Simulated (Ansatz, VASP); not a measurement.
# One calculation of CaS, two programs

```
Ca S
1.0
     0.00000    2.84795    2.84795
     2.84795    0.00000    2.84795
     2.84795    2.84795    0.00000
Ca S
1 1
Direct
  0.00000 0.00000 0.00000
  0.50000 0.50000 0.50000
```

The cell was built by a generator and needn't be a form met in nature.

Alike in both runs: task single point; functional HSE06; k mesh 4 × 4 × 4; no spin polarisation.

|  | VASP | Ansatz |
| --- | --- | --- |
| version | VASP 6.6.1 | Ansatz 0.2.0 |
| potentials or method | VASP PAW PBE potentials, release 64 (Ca_sv, S) | plane waves, PAW |
| plane-wave cutoff (eV) | 520 | 420 |
| occupations | gaussian, width 0.01 eV | fixed |
| valence electrons in the cell | 16 | 16 |

```tsv
	VASP	Ansatz	Ansatz less VASP
gap on the k mesh at the Fermi level (eV)	3.40	3.41	+0.007
pressure (GPa)	0.3	0.2	-0.16
```

Ansatz warned: «stress_exchange_threshold_loose».

Caveats: the k mesh is coarse (spacing up to 0.48 Å⁻¹), so the values aren't converged, least of all with exact exchange; the PAW data sets were made with another functional, which shifts forces and pressure a little (VASP). A k mesh can miss the band edges.
